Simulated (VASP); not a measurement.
# AlN (P6_3mc) in VASP: Born charges and dielectric tensor with PBE

Aim: the Born charges and dielectric tensor of AlN with PBE.

Everything below comes from runs of VASP 6.6.1. Logs are shortened: lines on timing, memory, paths and dates and some standing lists are left out, and cuts for length are marked.

### 1 Starting point

Symmetry: P6_3mc, No. 186, hexagonal system. Conventional cell: a = 3.152 Å, b = 3.152 Å, c = 4.934 Å, α = 90.00°, β = 90.00°, γ = 120.00°. Al (site symmetry 3m) is surrounded by 4 N at 1.90 to 1.91 Å. N (site symmetry 3m) has 4 Al at 1.90 to 1.91 Å as nearest neighbours.

### 2 Born charges and dielectric tensor, PBE

The input, INCAR:

```
SYSTEM = AlN
PREC = Accurate
ENCUT = 520
EDIFF = 1E-8
ISMEAR = 0
SIGMA = 0.02
LREAL = .False.
LASPH = .True.
NELM = 100
ALGO = Fast
ISIF = 2
LWAVE = .False.
LCHARG = .False.
GGA = PE
LEPSILON = .True.
IBRION = 8
NSW = 1
```

The input, KPOINTS:

```
regular mesh
0
Gamma
  3 3 1
  0 0 0
```

The input, POSCAR:

```
AlN                                     
1.0
    3.1519414128      0.0000000000     -0.0000000000
   -1.5759707063      2.7296613327      0.0000000000
    0.0000000000      0.0000000000      4.9337952529
  Al              N             
     2     2
Direct
     0.3333333300000021    0.6666666699999979    0.9961768108200856
     0.6666666699999979    0.3333333300000021    0.4961768108200855
     0.3333333300000021    0.6666666699999979    0.3838231891799170
     0.6666666699999979    0.3333333300000021    0.8838231891799170
```

Potentials or basis: VASP PAW PBE potentials, release 64 (Al, N).

The run is started by

```sh
> cat potpaw_PBE.64/Al/POTCAR potpaw_PBE.64/N/POTCAR > POTCAR
> mpirun -np 4 vasp_std > vasp.out
```

OUTCAR:

```text
SYSTEM = AlN
   PREC = Accurate
   ENCUT = 520
   EDIFF = 1E-8
   ISMEAR = 0
   LREAL = .False.
   LASPH = .True.
   NELM = 100
   ISIF = 2
   GGA = PE
   LEPSILON = .True.
   IBRION = 8
   NSW = 1

 ion  position               nearest neighbor table
   1  0.333  0.667  0.996-   4 1.90   4 1.90   4 1.90   3 1.91   2 3.07   2 3.07   2 3.07   2 3.07
                             2 3.07   2 3.07
   2  0.667  0.333  0.496-   3 1.90   3 1.90   3 1.90   4 1.91   1 3.07   1 3.07   1 3.07   1 3.07
                             1 3.07   1 3.07
   3  0.333  0.667  0.384-   2 1.90   2 1.90   2 1.90   1 1.91
   4  0.667  0.333  0.884-   1 1.90   1 1.90   1 1.90   2 1.91

  LATTYP: Found a hexagonal cell.
 ALAT       =     3.1519414128
 C/A-ratio  =     1.5653194672

  Lattice vectors:

 A1 = (   3.1519414128,   0.0000000000,   0.0000000000)
 A2 = (  -1.5759707063,   2.7296613327,   0.0000000000)
 A3 = (   0.0000000000,   0.0000000000,   4.9337952529)

Analysis of symmetry for initial positions (statically):
=====================================================================
 Subroutine PRICEL returns:
 Original cell was already a primitive cell.

 Routine SETGRP: Setting up the symmetry group for a
 hexagonal supercell.

 Subroutine GETGRP returns: Found 12 space group operations
 (whereof  6 operations were pure point group operations)
 out of a pool of 24 trial point group operations.

The static configuration has the point symmetry C_3v.
 The point group associated with its full space group is C_6v.

Analysis of symmetry for dynamics (positions and initial velocities):
=====================================================================
 Subroutine PRICEL returns:
 Original cell was already a primitive cell.

 Routine SETGRP: Setting up the symmetry group for a
 hexagonal supercell.

 Subroutine GETGRP returns: Found 12 space group operations
 (whereof  6 operations were pure point group operations)
 out of a pool of 24 trial point group operations.

The dynamic configuration has the point symmetry C_3v.
 The point group associated with its full space group is C_6v.

 Subroutine INISYM returns: Found 12 space group operations
 (whereof  6 operations are pure point group operations),
 and found     1 'primitive' translations

----------------------------------------------------------------------------------------

                                     Primitive cell

  volume of cell :      42.4491

  direct lattice vectors                    reciprocal lattice vectors
     3.151941413  0.000000000  0.000000000     0.317264780  0.183172906  0.000000000
    -1.575970706  2.729661333  0.000000000     0.000000000  0.366345813  0.000000000
     0.000000000  0.000000000  4.933795253     0.000000000  0.000000000  0.202683725

  length of vectors
     3.151941413  3.151941411  4.933795253     0.366345813  0.366345813  0.202683725

  position of ions in fractional coordinates (direct lattice)
     0.333333330  0.666666670  0.996176811
     0.666666670  0.333333330  0.496176811
     0.333333330  0.666666670  0.383823189
[... 220 lines left out ...]
     0.00000  0.17939 -0.00000
     0.00000  0.00000 -0.29356

[... ionic steps 4 to 9 ...]

--------------------------------------- Ionic step       10  -------------------------------------------

------------------------ aborting loop because EDIFF is reached ----------------------------------------

[... ionic steps 11 to 11 ...]

--------------------------------------- Ionic step       12  -------------------------------------------

 Free energy of the ion-electron system (eV)
  ---------------------------------------------------
  ---------------------------------------------------
  free energy    TOTEN  =        -0.25315656 eV

  energy without entropy =       -0.25315656

------------------------ aborting loop because EDIFF is reached ----------------------------------------

 INTERNAL STRAIN TENSOR  FOR ION    3  DIRECTION 3   (eV/Angst):
 -----------------------------------------------------------------------------
     5.18924  0.00000  0.00000
     0.00000  5.18924  0.00000
     0.00000 -0.00000-13.64268

 MACROSCOPIC STATIC DIELECTRIC TENSOR (including local field effects in DFT)
 ------------------------------------------------------
           5.995357     0.000000     0.000000
           0.000000     5.995357    -0.000000
           0.000000     0.000000     5.016579
 ------------------------------------------------------

 PIEZOELECTRIC TENSOR (including local field effects)  for field in x, y, z        (e  Angst)
          XX          YY          ZZ          XY          YZ          ZX
  --------------------------------------------------------------------------------
  x     0.00000    -0.00000     0.00000    -0.00000     0.00000     0.80509
  y    -0.00000     0.00000     0.00000     0.00000     0.80509     0.00000
  z     0.47530     0.47530    -0.77779     0.00000     0.00000     0.00000

 PIEZOELECTRIC TENSOR (including local field effects)  for field in x, y, z        (C/m^2)
          XX          YY          ZZ          XY          YZ          ZX
  --------------------------------------------------------------------------------
  x     0.00000    -0.00000     0.00000    -0.00000     0.00000     0.30387
  y    -0.00000     0.00000     0.00000     0.00000     0.30387     0.00000
  z     0.17939     0.17939    -0.29356     0.00000     0.00000     0.00000

 BORN EFFECTIVE CHARGES (including local field effects) (in |e|, cummulative output)
 ---------------------------------------------------------------------------------
 ion    1
    1     2.70490     0.00000    -0.00000
    2     0.00000     2.70490     0.00000
    3    -0.00000     0.00000     2.47856
 ion    2
    1     2.70490     0.00000     0.00000
    2     0.00000     2.70490     0.00000
    3     0.00000     0.00000     2.47856
 ion    3
    1    -2.70490    -0.00000     0.00000
    2    -0.00000    -2.70490     0.00000
    3    -0.00000     0.00000    -2.47856
 ion    4
    1    -2.70490    -0.00000     0.00000
    2    -0.00000    -2.70490    -0.00000
    3     0.00000     0.00000    -2.47856

 INTERNAL STRAIN TENSOR FOR ION    4 for displacements in x,y,z  (eV/Angst):
          X           Y           Z          XY          YZ          ZX
  --------------------------------------------------------------------------------
  x     0.00000    -0.00000     0.00000    10.98100     0.00000     4.46732
  y    10.98100   -10.98100     0.00000    -0.00000     4.51591     0.00000
  z     5.18924     5.18924   -13.64268     0.00000     0.00000     0.00000

 SECOND DERIVATIVES (NOT SYMMETRIZED)
 ------------------------------------
               1X          1Y          1Z          2X          2Y          2Z          3X          3Y          3Z          4X          4Y          4Z
  1X   -15.057840   -0.000000    0.000000    0.917624    0.000000   -0.000000    0.866878    0.000000    0.000000   13.273338    0.000000    0.000000
  1Y    -0.000000  -15.057840    0.000000    0.000000    0.917624    0.000000    0.000000    0.866878    0.000000    0.000000   13.273338    0.000000
  1Z     0.000000    0.000000  -19.691022    0.000000   -0.000000    7.943410    0.000000    0.000000    5.689832    0.000000   -0.000000    6.057780
  2X     0.917624    0.000000    0.000000  -15.057840   -0.000000   -0.000000   13.273338    0.000000    0.000000    0.866878    0.000000    0.000000
  2Y     0.000000    0.917624    0.000000   -0.000000  -15.057840    0.000000    0.000000   13.273338    0.000000    0.000000    0.866878   -0.000000
  2Z    -0.000000    0.000000    7.943410    0.000000    0.000000  -19.691022   -0.000000    0.000000    6.057780    0.000000    0.000000    5.689832
  3X     0.867746    0.000000    0.000000   13.278395    0.000000    0.000000  -15.883466   -0.000000   -0.000000    1.737325    0.000000    0.000000
  3Y     0.000000    0.867746    0.000000    0.000000   13.278395    0.000000   -0.000000  -15.883466    0.000000    0.000000    1.737325    0.000000
  3Z    -0.000000    0.000000    5.694519    0.000000    0.000000    6.048438    0.000000   -0.000000  -18.064291    0.000000    0.000000    6.321334
  4X    13.278395    0.000000    0.000000    0.867746    0.000000    0.000000    1.737325    0.000000    0.000000  -15.883466   -0.000000    0.000000
  4Y     0.000000   13.278395   -0.000000    0.000000    0.867746    0.000000    0.000000    1.737325    0.000000   -0.000000  -15.883466    0.000000
  4Z    -0.000000   -0.000000    6.048438    0.000000   -0.000000    5.694519   -0.000000    0.000000    6.321334   -0.000000    0.000000  -18.064291

 Eigenvectors and eigenvalues of the dynamical matrix
 ----------------------------------------------------

   1 f  =   20.634693 THz   129.651601 2PiTHz  688.299274 cm-1    85.338195 meV
             X         Y         Z           dx          dy          dz
     -0.000000  1.819774  4.914932    -0.000000    0.000000   -0.018283
      1.575971  0.909887  2.448035     0.000000   -0.000000    0.018283
     -0.000000  1.819774  1.893705    -0.000000    0.000000   -0.706870
      1.575971  0.909887  4.360603     0.000000   -0.000000    0.706870
[... 71 lines left out ...]
  12 f/i=    0.001924 THz     0.012087 2PiTHz    0.064169 cm-1     0.007956 meV
             X         Y         Z           dx          dy          dz
     -0.000000  1.819774  4.914932    -0.565414   -0.097647    0.000000
      1.575971  0.909887  2.448035    -0.565414   -0.097647    0.000000
     -0.000000  1.819774  1.893705    -0.407217   -0.070326    0.000000
      1.575971  0.909887  4.360603    -0.407217   -0.070326    0.000000

--------------------------------------------------------------------------------------------------------

 MACROSCOPIC STATIC DIELECTRIC TENSOR IONIC CONTRIBUTION
 ------------------------------------------------------
           4.410461     0.000000     0.000000
           0.000000     4.410461    -0.000000
           0.000000    -0.000000     4.459268
 ------------------------------------------------------

 ELASTIC MODULI CONTR FROM IONIC RELAXATION (kBar)
 Direction    XX          YY          ZZ          XY          YZ          ZX
 --------------------------------------------------------------------------------
 XX        -690.4018    344.2803    455.1285     -0.0000      0.0000      0.0000
 YY         344.2803   -690.4018    455.1285     -0.0000      0.0000     -0.0000
 ZZ         455.1285    455.1285  -1196.9322      0.0000     -0.0000      0.0000
 XY          -0.0000     -0.0000      0.0000   -517.3411     -0.0000     -0.0000
 YZ          -0.0000     -0.0000     -0.0000     -0.0000   -102.3517     -0.0000
 ZX           0.0000     -0.0000      0.0000     -0.0000     -0.0000   -103.8856
 --------------------------------------------------------------------------------

 PIEZOELECTRIC TENSOR IONIC CONTR  for field in x, y, z        (C/m^2)
          XX          YY          ZZ          XY          YZ          ZX
  --------------------------------------------------------------------------------
  x     0.00000    -0.00000     0.00000    -0.00000    -0.00000    -0.63693
  y    -0.00000     0.00000    -0.00000    -0.00000    -0.63221    -0.00000
  z    -0.82662    -0.82662     2.17390    -0.00000     0.00000    -0.00000
```

It took 25 s on 4 MPI ranks of AMD EPYC 7R13 (Zen 3), shared host; peak memory 0.1 GiB.

What came out:

* Band gap on the k mesh: 3.92 eV, direct
* Electronic dielectric tensor (diagonal): 6.00, 6.00, 5.02
* Born charges (mean of the diagonal): Al +2.63; N -2.63 e
* Highest phonon frequency at Γ, LO-TO splitting left out: 688 cm⁻¹

Phonon frequencies in cm⁻¹ (negative: imaginary):
```csv
q point,frequencies
"(0.000, 0.000, 0.000)",0 0 0 236 236 528 589 646 646 669 669 688
```

Electronic dielectric tensor:
```
6.00 0.00 0.00
0.00 6.00 0.00
0.00 0.00 5.02
```

Born effective charge tensors (e):
atom 1, Al
```
2.70 0.00 0.00
0.00 2.70 0.00
0.00 0.00 2.48
```
atom 2, Al
```
2.70 0.00 0.00
0.00 2.70 0.00
0.00 0.00 2.48
```
atom 3, N
```
-2.70  0.00  0.00
 0.00 -2.70  0.00
 0.00  0.00 -2.48
```
atom 4, N
```
-2.70  0.00  0.00
 0.00 -2.70  0.00
 0.00  0.00 -2.48
```

Caveat: the k mesh is coarse (spacing up to 1.27 Å⁻¹), so the values aren't converged. Expect the measured gap to be larger: semilocal functionals such as PBE lack the derivative discontinuity.
